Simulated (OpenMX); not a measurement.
# Pd (Fm-3m) in OpenMX: reference runs, part 2 of 2

OpenMX 3.8.5.

### Step 4. Single point, PBE, 14.46 Å³/atom (volume scaled by 0.98)

Pd.dat reads:

```
System.CurrrentDirectory             ./
System.Name                          Pd
DATA.PATH                            ./DFT_DATA13
level.of.stdout                      1
level.of.fileout                     0
Species.Number                       1
<Definition.of.Atomic.Species
  Pd  Pd7.0-s3p2d2           Pd_PBE13
Definition.of.Atomic.Species>

Atoms.Number                         1
Atoms.SpeciesAndCoordinates.Unit     FRAC
<Atoms.SpeciesAndCoordinates
    1  Pd    0.0000000000    0.0000000000    0.0000000000   8.000  8.000
Atoms.SpeciesAndCoordinates>

Atoms.UnitVectors.Unit               Ang
<Atoms.UnitVectors
     0.0000000000    1.9334358480    1.9334358480
     1.9334358480    0.0000000000    1.9334358480
     1.9334358480    1.9334358480    0.0000000000
Atoms.UnitVectors>

scf.XcType                           GGA-PBE
scf.SpinPolarization                 off
scf.ElectronicTemperature            580.226
scf.maxIter                          100
scf.EigenvalueSolver                 band
scf.Kgrid                            13 13 13
scf.Mixing.Type                      rmm-diisk
scf.Init.Mixing.Weight               0.05
scf.Min.Mixing.Weight                0.001
scf.Max.Mixing.Weight                0.3
scf.Mixing.History                   25
scf.Mixing.StartPulay                8
scf.criterion                        1.0e-8
MD.Type                              nomd
scf.Ngrid                            27 27 27
scf.energycutoff                     400.0
```

Potentials or basis: OpenMX 2013 PBE set, Pd7.0-s3p2d2, fixed grid of 27 × 27 × 27 points.

Started as:

```sh
$ openmx Pd.dat -nt 1 > Pd.std
```

Pd.out:

```text
Required cutoff energy (Ryd) for 3D-grids = 404.2326
      Used cutoff energy (Ryd) for 3D-grids = 404.2326, 404.2326, 404.2326
  Num. of grids of a-, b-, and c-axes = 27, 27, 27

  Num.Grid1.    27
  Num.Grid2.    27
  Num.Grid3.    27

  Cell_Volume =     97.547423477917 (Bohr^3)
  GridVol     =      0.004955922546 (Bohr^3)
  Cell vectors (bohr) of the grid cell (gtv)
    gtv_a =  0.000000000000,  0.135320887749,  0.135320887749
    gtv_b =  0.135320887749,  0.000000000000,  0.135320887749
    gtv_c =  0.135320887749,  0.135320887749,  0.000000000000
    |gtv_a| =  0.191372634727
    |gtv_b| =  0.191372634727
    |gtv_c| =  0.191372634727

***********************************************************

[... 164 lines left out ...]
   sum over m      2.988535387  2.988535387   5.977070774   0.000000000
  px          1    0.093058833  0.093058833   0.186117667   0.000000000
  py          1    0.093058578  0.093058578   0.186117155   0.000000000
  pz          1    0.093058600  0.093058600   0.186117200   0.000000000
   sum over m      0.279176011  0.279176011   0.558352022   0.000000000
   sum over m+mul  3.267711398  3.267711398   6.535422795   0.000000000
  d3z^2-r^2   0    0.934584571  0.934584571   1.869169143   0.000000000
  dx^2-y^2    0    0.934584981  0.934584981   1.869169962   0.000000000
  dxy         0    0.881704780  0.881704780   1.763409560   0.000000000
  dxz         0    0.881705090  0.881705090   1.763410180   0.000000000
  dyz         0    0.881705435  0.881705435   1.763410871   0.000000000
   sum over m      4.514284858  4.514284858   9.028569715   0.000000000
  d3z^2-r^2   1   -0.005627219 -0.005627219  -0.011254439   0.000000000
  dx^2-y^2    1   -0.005627244 -0.005627244  -0.011254487   0.000000000
  dxy         1   -0.014301656 -0.014301656  -0.028603312   0.000000000
  dxz         1   -0.014301662 -0.014301662  -0.028603324   0.000000000
  dyz         1   -0.014301677 -0.014301677  -0.028603355   0.000000000
   sum over m     -0.054159458 -0.054159458  -0.108318917   0.000000000
   sum over m+mul  4.460125399  4.460125399   8.920250799   0.000000000

***********************************************************
       xyz-coordinates (Ang) and forces (Hartree/Bohr)
***********************************************************

<coordinates.forces
  1
    1    Pd     0.00000   0.00000   0.00000   0.000000000000 -0.000000000000  0.000000000000
coordinates.forces>

***********************************************************
       Fractional coordinates of the final structure
***********************************************************

     1     Pd     0.00000000000000   0.00000000000000   0.00000000000000
```

Run time: 68 s. Hardware: 1 thread of Arm Neoverse V1, shared host; peak memory 0.47 GiB.

What came out:

| Property | Result |
| --- | --- |
| Free energy | -2685.2986 eV |
| Band gap on the k mesh | none (metal or under the smearing width) |

Caveat: the basis of atomic orbitals isn't converged, which shifts pressures, moduli and gaps.

### Step 5. Single point, PBE, 15.05 Å³/atom (volume scaled by 1.02)

Pd.dat, as its differences from that of step 4:

```diff
@@ -18,5 +18,5 @@
 <Atoms.UnitVectors
-     0.0000000000    1.9334358480    1.9334358480
-     1.9334358480    0.0000000000    1.9334358480
-     1.9334358480    1.9334358480    0.0000000000
+     0.0000000000    1.9593911042    1.9593911042
+     1.9593911042    0.0000000000    1.9593911042
+     1.9593911042    1.9593911042    0.0000000000
 Atoms.UnitVectors>
```

Started as:

```sh
$ openmx Pd.dat -nt 1 > Pd.std
```

Run time: 66 s. Hardware: 1 thread of Arm Neoverse V1, shared host; peak memory 0.46 GiB.

Results (log left out):

```yaml
Free_energy: -2685.3441 eV
Band_gap_on_the_k_mesh: none (metal or under the smearing width)
```

Caveat: the basis of atomic orbitals isn't converged, which shifts pressures, moduli and gaps.

### Step 6. Single point, PBE, 14.16 Å³/atom (volume scaled by 0.96)

Pd.dat, as its differences from that of step 5:

```diff
@@ -18,5 +18,5 @@
 <Atoms.UnitVectors
-     0.0000000000    1.9593911042    1.9593911042
-     1.9593911042    0.0000000000    1.9593911042
-     1.9593911042    1.9593911042    0.0000000000
+     0.0000000000    1.9201927211    1.9201927211
+     1.9201927211    0.0000000000    1.9201927211
+     1.9201927211    1.9201927211    0.0000000000
 Atoms.UnitVectors>
```

Potentials or basis: OpenMX 2013 PBE set, Pd7.0-s3p2d2, fixed grid of 27 × 27 × 27 points.

Started as:

```sh
$ openmx Pd.dat -nt 1 > Pd.std
```

It took 68 s on 1 thread of Arm Neoverse V1, shared host; peak memory 0.47 GiB.

It converged, with:

```
Free energy            : -2685.2622 eV
Band gap on the k mesh : none (metal or under the smearing width)
```

Caveat: the basis of atomic orbitals isn't converged, which shifts pressures, moduli and gaps.

### Step 7. Single point, PBE, 15.34 Å³/atom (volume scaled by 1.04)

Pd.dat, as its differences from that of step 6:

```diff
@@ -18,5 +18,5 @@
 <Atoms.UnitVectors
-     0.0000000000    1.9201927211    1.9201927211
-     1.9201927211    0.0000000000    1.9201927211
-     1.9201927211    1.9201927211    0.0000000000
+     0.0000000000    1.9721147795    1.9721147795
+     1.9721147795    0.0000000000    1.9721147795
+     1.9721147795    1.9721147795    0.0000000000
 Atoms.UnitVectors>
```

Started as:

```sh
$ openmx Pd.dat -nt 1 > Pd.std
```

Run time: 65 s. Hardware: 1 thread of Arm Neoverse V1, shared host; peak memory 0.45 GiB.

Results (log left out):

```
Free energy            : -2685.3551 eV
Band gap on the k mesh : none (metal or under the smearing width)
```

Caveat: the basis of atomic orbitals isn't converged, which shifts pressures, moduli and gaps.

### Step 8. Single point, PBE, 13.87 Å³/atom (volume scaled by 0.94)

Pd.dat, as its differences from that of step 7:

```diff
@@ -18,5 +18,5 @@
 <Atoms.UnitVectors
-     0.0000000000    1.9721147795    1.9721147795
-     1.9721147795    0.0000000000    1.9721147795
-     1.9721147795    1.9721147795    0.0000000000
+     0.0000000000    1.9067643606    1.9067643606
+     1.9067643606    0.0000000000    1.9067643606
+     1.9067643606    1.9067643606    0.0000000000
 Atoms.UnitVectors>
```

Started as:

```sh
$ openmx Pd.dat -nt 1 > Pd.std
```

Wall time 69 s (1 thread of Arm Neoverse V1, shared host); peak memory 0.48 GiB.

Results (log left out):

```yaml
Free_energy: -2685.2145 eV
Band_gap_on_the_k_mesh: none (metal or under the smearing width)
```

Caveat: the basis of atomic orbitals isn't converged, which shifts pressures, moduli and gaps.

### Step 9. Single point, PBE, 15.64 Å³/atom (volume scaled by 1.06)

Pd.dat, as its differences from that of step 8:

```diff
@@ -18,5 +18,5 @@
 <Atoms.UnitVectors
-     0.0000000000    1.9067643606    1.9067643606
-     1.9067643606    0.0000000000    1.9067643606
-     1.9067643606    1.9067643606    0.0000000000
+     0.0000000000    1.9846763588    1.9846763588
+     1.9846763588    0.0000000000    1.9846763588
+     1.9846763588    1.9846763588    0.0000000000
 Atoms.UnitVectors>
```

Potentials or basis: OpenMX 2013 PBE set, Pd7.0-s3p2d2, fixed grid of 27 × 27 × 27 points.

Started as:

```sh
$ openmx Pd.dat -nt 1 > Pd.std
```

It took 50 s on 1 thread of Arm Neoverse V1, shared host; peak memory 0.41 GiB.

It converged, with:

```yaml
Free_energy: -2685.3591 eV
Band_gap_on_the_k_mesh: none (metal or under the smearing width)
```

Caveat: the basis of atomic orbitals isn't converged, which shifts pressures, moduli and gaps.

### Step 10. Equation of state, PBE

No new run: the results of the series are fitted here.

It converged, with:

```yaml
Equilibrium_volume: "15.69 Å³/atom (rough: see the caveat)"
Bulk_modulus: 167 GPa (rough)
```

Energy against volume, from the lowest point:
```
volume (Å³/atom)  energy (meV/atom)
          13.865             144.60
          14.160              96.89
          14.455              60.51
          14.750              33.71
          15.045              14.96
          15.340               4.02
          15.635               0.00
```

Caveat: the minimum lies outside the volumes run; volumes in these bases differ from converged ones by about 1 %, for some elements by several; the basis of atomic orbitals isn't converged, which shifts pressures, moduli and gaps.

### Step 11. The runs side by side

```tsv
task	potentials or basis	cell	max SCF cycles	grid points, held for all volumes	gap on the mesh (eV)	pressure (GPa)
single point	OpenMX 2013 PBE set, Pd7.0-s3p2d2, grid cutoff 400 Ry	as given	100	-	none	12.3
single point	OpenMX 2013 PBE set, Pd7.0-s3p2d2, grid cutoff 400 Ry	cell strained at random at fixed volume	100	-	none	12.4
equation of state	OpenMX 2013 PBE set, Pd7.0-s3p2d2, fixed grid of 27 × 27 × 27 points	as given	-	27 × 27 × 27	-	-
```

Alike in all rows: level PBE; no spin polarisation; k mesh 13 × 13 × 13; smearing fermi-dirac 0.05 eV.

Caveats: the basis of atomic orbitals isn't converged, which shifts pressures, moduli and gaps; the minimum lies outside the volumes run (some runs); volumes in these bases differ from converged ones by about 1 %, for some elements by several (some runs).

Absolute energies hang on the potentials; compare differences alone.
